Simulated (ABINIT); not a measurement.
# MnS (Fm-3m) in ABINIT: notebook

The runs below take MnS through single point, relaxation of cell and atoms, with PBE, PBEsol, LDA.

Everything below comes from runs of ABINIT 10.8.3 (patched build). Logs are shortened: lines on timing, memory, paths and dates and some standing lists are left out, and cuts for length are marked. The log counts tension as positive stress, the text compression.

### 1 Starting point

It takes space group Fm-3m (No. 225, cubic). Conventional cell: a = 5.209 Å, b = 5.209 Å, c = 5.209 Å, α = 90.00°, β = 90.00°, γ = 90.00°. Mn (site symmetry m-3m) has 6 S at 2.60 Å as nearest neighbours. S (site symmetry m-3m) has 6 Mn at 2.60 Å as nearest neighbours.

### 2 Single point, PBE, collinear spin, ferromagnetic start

File run.abi:

```
# Pseudopotentials
pp_dirpath "./"
pseudos "Mn.upf, S.upf"

# Structure
acell 3.6833192232 3.6833192232 3.6833192232 Angstrom
rprim
     0.0000000000     0.7071067812     0.7071067812
     0.7071067812     0.0000000000     0.7071067812
     0.7071067812     0.7071067812     0.0000000000
ntypat 2
znucl 25 16
natom 2
typat 1 2
xred
     0.0000000000     0.0000000000     0.0000000000
     0.5000000000     0.5000000000     0.5000000000

# Plane-wave basis
ecut 1251.723767 eV

# k points
kptopt 1
ngkpt 7 7 7
nshiftk 1
shiftk 0.0 0.0 0.0

# Exchange and correlation
ixc 11

# Bands and occupations
nband 16
occopt 3
tsmear 0.05 eV

# Spin
nsppol 2
spinat
     0.0000000000     0.0000000000     4.0000000000
     0.0000000000     0.0000000000     0.0000000000

# SCF cycle
nstep 100
tolvrs 1.0e-10

# Output
iomode 3
prtwf 0
prtden 0
prteig 0
prtebands 0
enunit 2
```

Potentials or basis: PseudoDojo NC SR PBE v0.4.1 standard.

Command:

```bash
$ mpirun --bind-to none -np 4 abinit run.abi > log 2>&1
```

run.abo:

```text
.Version 10.8.3 of ABINIT
 Symmetries : space group Fm -3 m (#225); Bravais cF (face-center cubic)
================================================================================
 Values of the parameters that define the memory need of the present run
     intxc =       0    ionmov =       0      iscf =       7    lmnmax =       6
     lnmax =       6     mgfft =      45  mpssoang =       3    mqgrid =    3001
     natom =       2  nloc_mem =       1    nspden =       2   nspinor =       1
    nsppol =       2      nsym =      48    n1xccc =    2501    ntypat =       2
    occopt =       3   xclevel =       2
       mpw =        3584          nfft =       91125          nkpt =          20
================================================================================
================================================================================

--------------------------------------------------------------------------------
------------- Echo of variables that govern the present computation ------------
--------------------------------------------------------------------------------
 -outvars: echo values of preprocessed input variables --------
            acell      6.9604645661E+00  6.9604645661E+00  6.9604645661E+00 Bohr
              amu      5.49380500E+01  3.20660000E+01
             ecut      4.60000000E+01 Hartree
           enunit           2
              ixc          11
         kptrlatt        7    0    0      0    7    0      0    0    7
          kptrlen      4.87232520E+01
            natom           2
            nband          16
            ngfft          45      45      45
             nkpt          20
           nspden           2
           nsppol           2
            nstep         100
             nsym          48
           ntypat           2
           occopt           3
           prtden           0
        prtebands           0
           prteig           0
            prtwf           0
            rprim      0.0000000000E+00  7.0710678120E-01  7.0710678120E-01
                       7.0710678120E-01  0.0000000000E+00  7.0710678120E-01
                       7.0710678120E-01  7.0710678120E-01  0.0000000000E+00
          spgroup         225
           spinat      0.0000000000E+00  0.0000000000E+00  4.0000000000E+00
                       0.0000000000E+00  0.0000000000E+00  0.0000000000E+00
           tolvrs      1.00000000E-10
           tsmear      1.83746611E-03 Hartree
            typat      1  2
           xangst      0.0000000000E+00  0.0000000000E+00  0.0000000000E+00
                       2.6045000000E+00  2.6045000000E+00  2.6045000000E+00
            xcart      0.0000000000E+00  0.0000000000E+00  0.0000000000E+00
                       4.9217916950E+00  4.9217916950E+00  4.9217916950E+00
             xred      0.0000000000E+00  0.0000000000E+00  0.0000000000E+00
                       5.0000000000E-01  5.0000000000E-01  5.0000000000E-01
            znucl       25.00000   16.00000

================================================================================

 chkinp: Checking input parameters for consistency.

================================================================================
== DATASET  1 ==================================================================

--- !DatasetInfo
iteration_state: {dtset: 1, }
dimensions: {natom: 2, nkpt: 20, mband: 16, nsppol: 2, nspinor: 1, nspden: 2, mpw: 3584, }
cutoff_energies: {ecut:  46.0, pawecutdg:  -1.0, }
electrons: {nelect:   2.10000000E+01, charge:   0.00000000E+00, occopt:   3.00000000E+00, tsmear:   1.83746611E-03, }
meta: {optdriver: 0, ionmov: 0, optcell: 0, iscf: 7, paral_kgb: 0, }
...

 Exchange-correlation functional for the present dataset will be:
  GGA: Perdew-Burke-Ernzerhof functional - ixc=11
  J.P.Perdew, K.Burke, M.Ernzerhof, PRL 77, 3865 (1996)

 Real(R)+Recip(G) space primitive vectors, cartesian coordinates (Bohr,Bohr^-1):
 R(1)=  0.0000000  4.9217917  4.9217917  G(1)= -0.1015890  0.1015890  0.1015890
 R(2)=  4.9217917  0.0000000  4.9217917  G(2)=  0.1015890 -0.1015890  0.1015890
 R(3)=  4.9217917  4.9217917  0.0000000  G(3)=  0.1015890  0.1015890 -0.1015890
 Unit cell volume ucvol=  2.3845129E+02 bohr^3
 Angles (23,13,12)=  6.00000000E+01  6.00000000E+01  6.00000000E+01 degrees

 getcut: wavevector=  0.0000  0.0000  0.0000  ngfft=  45  45  45
         ecut(hartree)=     46.000   => boxcut(ratio)=   2.07048

[... 59 lines left out ...]
- [  0.00000000E+00,   8.87019236E-05,   0.00000000E+00, ]
- [  0.00000000E+00,   0.00000000E+00,   8.87019236E-05, ]
pressure_GPa:  -2.6097E+00
xred      :
- [  0.0000E+00,   0.0000E+00,   0.0000E+00, Mn]
- [  5.0000E-01,   5.0000E-01,   5.0000E-01,  S]
cartesian_forces: # hartree/bohr
- [ -0.00000000E+00,  -0.00000000E+00,  -0.00000000E+00, ]
- [ -0.00000000E+00,  -0.00000000E+00,  -0.00000000E+00, ]
force_length_stats: {min:   0.00000000E+00, max:   0.00000000E+00, mean:   0.00000000E+00, }
...

 Integrated electronic and magnetization densities in atomic spheres:
 ------------------------------------------------------------------------------------------------------------
 Radius=ratsph(iatom), smearing ratsm=  0.0000. Diff(up-dn)=approximate z local magnetic moment.
    Atom    Radius    up_density   dn_density  Total(up+dn)  Diff(up-dn)
    1 Mn   2.00000     8.422133     4.347332     12.769465     4.074802
    2  S   2.00000     2.027276     1.901130      3.928406     0.126146
 ------------------------------------------------------------------------------------------------------------
  Sum:                10.449410     6.248462     16.697872     4.200948
 Total magnetization (from the atomic spheres):                4.200948
 Total magnetization (exact up - dn):                          4.730512

================================================================================

 ----iterations are completed or convergence reached----

 Mean square residual over all n,k,spin=   42.061E-08; max=  23.466E-05
 reduced coordinates (array xred) for    2 atoms
       0.000000000000      0.000000000000      0.000000000000
       0.500000000000      0.500000000000      0.500000000000
 rms dE/dt=  0.0000E+00; max dE/dt=  0.0000E+00; dE/dt below (all hartree)
    1       0.000000000000      0.000000000000      0.000000000000
    2       0.000000000000      0.000000000000      0.000000000000

 cartesian coordinates (angstrom) at end:
    1      0.00000000000000     0.00000000000000     0.00000000000000
    2      2.60450000004904     2.60450000004904     2.60450000004904

 cartesian forces (hartree/bohr) at end:
    1     -0.00000000000000    -0.00000000000000    -0.00000000000000
    2     -0.00000000000000    -0.00000000000000    -0.00000000000000
 frms,max,avg= 0.0000000E+00 0.0000000E+00   0.000E+00  0.000E+00  0.000E+00 h/b

 cartesian forces (eV/Angstrom) at end:
    1     -0.00000000000000    -0.00000000000000    -0.00000000000000
    2     -0.00000000000000    -0.00000000000000    -0.00000000000000
 frms,max,avg= 0.0000000E+00 0.0000000E+00   0.000E+00  0.000E+00  0.000E+00 e/A
 length scales=  6.960464566139  6.960464566139  6.960464566139 bohr
              =  3.683319223200  3.683319223200  3.683319223200 angstroms
 Fermi (or HOMO) energy (hartree) =   0.27638   Average Vxc (hartree)=  -0.39658
 Magnetization (Bohr magneton)=  4.73051194E+00
 Total spin up =  1.28652560E+01   Total spin down =  8.13474403E+00
 Eigenvalues (hartree) for nkpt=  20  k points, SPIN UP:
 kpt#   1, nband= 16, wtk=  0.00292, kpt=  0.0000  0.0000  0.0000 (reduced coord)
  -2.73086   -1.58784   -1.58784   -1.58784   -0.26119    0.14697    0.14697    0.14697
   0.15067    0.15067    0.20575    0.20575    0.20575    0.33783    0.58645    0.58645
      occupation numbers for kpt#   1
   1.00000    1.00000    1.00000    1.00000    1.00000    1.00000    1.00000    1.00000
   1.00000    1.00000    1.00000    1.00000    1.00000    0.00000    0.00000    0.00000
 prteigrs : prtvol=0 or 1, do not print more k-points.

 Eigenvalues (hartree) for nkpt=  20  k points, SPIN DOWN:
 kpt#   1, nband= 16, wtk=  0.00292, kpt=  0.0000  0.0000  0.0000 (reduced coord)
  -2.57255   -1.41984   -1.41984   -1.41984   -0.25056    0.21360    0.21360    0.21360
   0.29008    0.29008    0.29008    0.29203    0.29203    0.37431    0.62586    0.62586
      occupation numbers for kpt#   1
   1.00000    1.00000    1.00000    1.00000    1.00000    1.00000    1.00000    1.00000
   0.00058    0.00058    0.00058    0.00020    0.00020    0.00000    0.00000    0.00000
 prteigrs : prtvol=0 or 1, do not print more k-points.

 Fermi (or HOMO) energy (eV) =   7.52063   Average Vxc (eV)= -10.79159
 Eigenvalues (   eV  ) for nkpt=  20  k points, SPIN UP:
 kpt#   1, nband= 16, wtk=  0.00292, kpt=  0.0000  0.0000  0.0000 (reduced coord)
 -74.31055  -43.20738  -43.20738  -43.20738   -7.10742    3.99927    3.99927    3.99927
   4.09985    4.09985    5.59869    5.59869    5.59869    9.19285   15.95802   15.95802
 prteigrs : prtvol=0 or 1, do not print more k-points.

 Eigenvalues (   eV  ) for nkpt=  20  k points, SPIN DOWN:
 kpt#   1, nband= 16, wtk=  0.00292, kpt=  0.0000  0.0000  0.0000 (reduced coord)
 -70.00273  -38.63580  -38.63580  -38.63580   -6.81811    5.81232    5.81232    5.81232
   7.89342    7.89342    7.89342    7.94652    7.94652   10.18554   17.03052   17.03052
 prteigrs : prtvol=0 or 1, do not print more k-points.

--- !EnergyTerms
iteration_state     : {dtset: 1, }
comment             : Components of total free energy in Hartree
kinetic             :  5.25946863899595E+01
hartree             :  3.60592916597204E+01
xc                  : -2.15618380162497E+01
Ewald energy        : -7.07466410060416E+01
psp_core            :  2.21697863193640E+00
local_psp           : -1.12562487516506E+02
non_local_psp       : -5.99512094616266E+00
internal            : -1.19995130803343E+02
'-kT*entropy'       : -1.68915007712061E-04
total_energy        : -1.19995299718351E+02
total_energy_eV     : -3.26523844833831E+03
band_energy         : -1.31550879047441E+01
...

 Cartesian components of stress tensor (hartree/bohr^3)
  sigma(1 1)=  8.87019236E-05  sigma(3 2)=  0.00000000E+00
  sigma(2 2)=  8.87019236E-05  sigma(3 1)=  0.00000000E+00
  sigma(3 3)=  8.87019236E-05  sigma(2 1)=  0.00000000E+00

-Cartesian components of stress tensor (GPa)         [Pressure= -2.6097E+00 GPa]
- sigma(1 1)=  2.60970069E+00  sigma(3 2)=  0.00000000E+00
- sigma(2 2)=  2.60970069E+00  sigma(3 1)=  0.00000000E+00
- sigma(3 3)=  2.60970069E+00  sigma(2 1)=  0.00000000E+00

== END DATASET(S) ==============================================================
================================================================================

 -outvars: echo values of variables after computation  --------
            acell      6.9604645661E+00  6.9604645661E+00  6.9604645661E+00 Bohr
           etotal     -1.1999529972E+02
            fcart     -0.0000000000E+00 -0.0000000000E+00 -0.0000000000E+00
                      -0.0000000000E+00 -0.0000000000E+00 -0.0000000000E+00
            rprim      0.0000000000E+00  7.0710678120E-01  7.0710678120E-01
                       7.0710678120E-01  0.0000000000E+00  7.0710678120E-01
                       7.0710678120E-01  7.0710678120E-01  0.0000000000E+00
           strten      8.8701923639E-05  8.8701923639E-05  8.8701923639E-05
                       0.0000000000E+00  0.0000000000E+00  0.0000000000E+00
           xangst      0.0000000000E+00  0.0000000000E+00  0.0000000000E+00
                       2.6045000000E+00  2.6045000000E+00  2.6045000000E+00
             xred      0.0000000000E+00  0.0000000000E+00  0.0000000000E+00
                       5.0000000000E-01  5.0000000000E-01  5.0000000000E-01
 Calculation completed.
```

Run time: 24 s. Hardware: 4 MPI ranks of Arm Neoverse V2, shared host; peak memory 0.44 GiB.

Results:

```yaml
Free_energy: -3265.2384 eV
Pressure: -2.6 GPa
Band_gap_on_the_k_mesh: none (metal or under the smearing width)
Net_moment: 4.73 μB per cell
Site_moments: Mn +4.07; S +0.13 μB
Valence_electrons_inside_the_program's_atomic_spheres: Mn 12.77; S 3.93
```

Caveat: a cell with one magnetic atom can't hold antiferromagnetic order, which such compounds often take; semilocal functionals often make such compounds metallic where correlation or magnetic order opens a gap, which also shifts bond lengths. With open d or f shells a metallic result of PBE can be an artefact of self-interaction; +U or a hybrid may open a gap.

### 3 Single point, PBEsol, collinear spin, ferromagnetic start

run.abi, as its differences from that of step 2:

```diff
@@ -2,6 +2,6 @@
 pp_dirpath "./"
-pseudos "Mn.upf, S.upf"
+pseudos "Mn.GGA_PBE-JTH.xml, S.GGA_PBE-JTH.xml"
 
 # Structure
-acell 3.6833192232 3.6833192232 3.6833192232 Angstrom
+acell 6.9604645614 6.9604645614 6.9604645614
 rprim
@@ -19,3 +19,5 @@
 # Plane-wave basis
-ecut 1251.723767 eV
+ecut 22.0
+pawecutdg 44.0
+pawxcdev 0
 
@@ -28,3 +30,3 @@
 # Exchange and correlation
-ixc 11
+ixc -116133
 
@@ -43,3 +45,3 @@
 nstep 100
-tolvrs 1.0e-10
+tolvrs 1.0e-9
 
@@ -48,3 +50,2 @@
 prtwf 0
-prtden 0
 prteig 0
@@ -52 +53,5 @@
 enunit 2
+prtden 1
+prtvha 1
+prtvclmb 1
+prtpot 1
```

Potentials or basis: JTH PAW PBE v2.0.

Command:

```bash
$ mpirun --bind-to none -np 4 abinit run.abi > log 2>&1
```

Run time: 26 s. Hardware: 4 MPI ranks of Arm Neoverse V1, shared host; peak memory 0.52 GiB.

Results (log left out):

* Free energy: -3131.4695 eV
* Band gap on the k mesh: none (metal or under the smearing width)
* Net moment: 4.66 μB per cell
* Site moments: Mn +4.09; S +0.11 μB
* Valence electrons inside the program's atomic spheres: Mn 12.96; S 3.57

Levels at points of the mesh, in eV from the Fermi level:
Spin up:
| k point | band 9 | band 10 | band 11 | band 12 | band 13 | band 14 | band 15 | band 16 |
| --- | --- | --- | --- | --- | --- | --- | --- | --- |
| (0.00, 0.00, 0.00) | -3.30 | -3.30 | -1.93 | -1.93 | -1.93 | 1.54 | 8.39 | 8.39 |
Spin down:
| k point | band 5 | band 6 | band 7 | band 8 | band 9 | band 10 | band 11 | band 12 |
| --- | --- | --- | --- | --- | --- | --- | --- | --- |
| (0.00, 0.00, 0.00) | -14.33 | -1.68 | -1.68 | -1.68 | 0.22 | 0.22 | 0.22 | 0.30 |

Caveat: the cutoff is too short for stress, so the log's stress isn't used; Libxc's GGAs can fail where the two spin gradients oppose each other; the PAW data sets were made with another functional, which shifts forces and pressure a little; a cell with one magnetic atom can't hold antiferromagnetic order, which such compounds often take; semilocal functionals often make such compounds metallic where correlation or magnetic order opens a gap, which also shifts bond lengths.

### 4 Relaxation of cell and atoms, LDA, collinear spin, ferromagnetic start

File run.abi:

```
pp_dirpath "./"
pseudos "Mn.upf, S.upf"

acell 3*1.0
rprim
     0.0000000000     4.9217916916     4.9217916916
     4.9217916916     0.0000000000     4.9217916916
     4.9217916916     4.9217916916     0.0000000000
ntypat 2
znucl 25 16
natom 2
typat 1 2
chkprim 0
chksymtnons 0
tolsym 1.0e-6
xred
            0.0            0.0            0.0
            1/2            1/2            1/2

ecut 1306.146540 eV
ecutsm 0.5

kptopt 1
ngkpt 7 7 7
nshiftk 1
shiftk 0.0 0.0 0.0

ixc 7

nband 16
occopt 3
tsmear 0.05 eV

nsppol 2
spinat
     0.0000000000     0.0000000000     4.0000000000
     0.0000000000     0.0000000000     0.0000000000

nstep 80
tolvrs 1.0e-12

iomode 3
prteig 0
prtebands 0
prtwf 0
prtden 0

ionmov 2
optcell 2
ntime 50
tolmxf 2.0e-5
dilatmx 1.08
```

Potentials or basis: PseudoDojo NC SR LDA v0.4.1 standard.

Command:

```bash
$ mpirun --bind-to none -np 4 abinit run.abi > log 2>&1
```

Run time: 3.9 min. Hardware: 4 MPI ranks of Arm Neoverse V1, shared host; peak memory 0.48 GiB.

Results (log left out):

| Property | Result |
| --- | --- |
| Free energy | -3262.3489 eV |
| Relaxed volume | 13.63 Å³/atom |
| Relaxed cell | a = 3.379 Å, b = 3.379 Å, c = 3.379 Å, α = 60.00°, β = 60.00°, γ = 60.00° |
| Space group after relaxing (to 0.05 Å) | Fm-3m (No. 225) |
| Energy gained by relaxing | 156.6 meV/atom |
| Ionic steps | 6 |
| Pressure after relaxing | 0.0 GPa |
| Band gap on the k mesh | none (metal or under the smearing width) |
| Net moment | 3.42 μB per cell |
| Site moments | Mn +3.05; S +0.06 μB |

The path:
```tsv
step	energy change (eV)	largest force (eV/Å)	pressure (GPa)	volume (Å³)
1	0.0000	0.0000	-11.26	35.33
2	-0.0789	0.0000	-9.70	34.13
3	-0.2979	0.0000	-2.25	28.57
4	-0.3131	0.0000	-0.29	27.33
5	-0.3130	0.0000	0.56	27.16
6	-0.3132	0.0000	0.00	27.27
```

Final structure:
```yaml
crystal:
  lattice:
    - [0.00000, 2.38901, 2.38901]
    - [2.38901, 0.00000, 2.38901]
    - [2.38901, 2.38901, 0.00000]
  atoms:
    - { symbol: Mn, position: [0.00000, 0.00000, 0.00000] }
    - { symbol: S, position: [0.50000, 0.50000, 0.50000] }
```

Caveat: the volume moved by over 15 % at a fixed basis, so the end points are rough; the volume moved by -23 % from the deposited cell, more than functionals usually miss; a cell with one magnetic atom can't hold antiferromagnetic order, which such compounds often take; semilocal functionals often make such compounds metallic where correlation or magnetic order opens a gap, which also shifts bond lengths. Zero-point motion and thermal expansion aren't in these numbers.

### 5 The runs side by side

```tsv
task	level	potentials or basis	cell	cutoff (eV)	fine-grid cutoff	cell freedom (optcell)	optimiser (ionmov)	cutoff smearing ecutsm (Ha)	force stop (Ha/bohr)	gap on the mesh (eV)	pressure (GPa)	moment (μB)
single point	PBE	PseudoDojo NC SR PBE v0.4.1 standard	as given	1252	-	-	-	-	-	none	-2.6	4.73
single point	PBEsol	JTH PAW PBE v2.0	as given	599	1197.3 eV	-	-	-	-	none	-	4.66
relaxation of cell and atoms	LDA	PseudoDojo NC SR LDA v0.4.1 standard	relaxed	1306	-	2	2	0.5	2e-05	none	0.0	3.42
```

Alike in all rows: spin collinear, ferromagnetic start; k mesh 7 × 7 × 7; smearing fermi-dirac 0.05 eV.

Caveats: a cell with one magnetic atom can't hold antiferromagnetic order, which such compounds often take; semilocal functionals often make such compounds metallic where correlation or magnetic order opens a gap, which also shifts bond lengths; Libxc's GGAs can fail where the two spin gradients oppose each other (some runs); the PAW data sets were made with another functional, which shifts forces and pressure a little (some runs); the volume moved by over 15 % at a fixed basis, so the end points are rough (some runs); the volume moved by -23 % from the deposited cell, more than functionals usually miss (some runs).

Absolute energies hang on the potentials; compare differences alone.
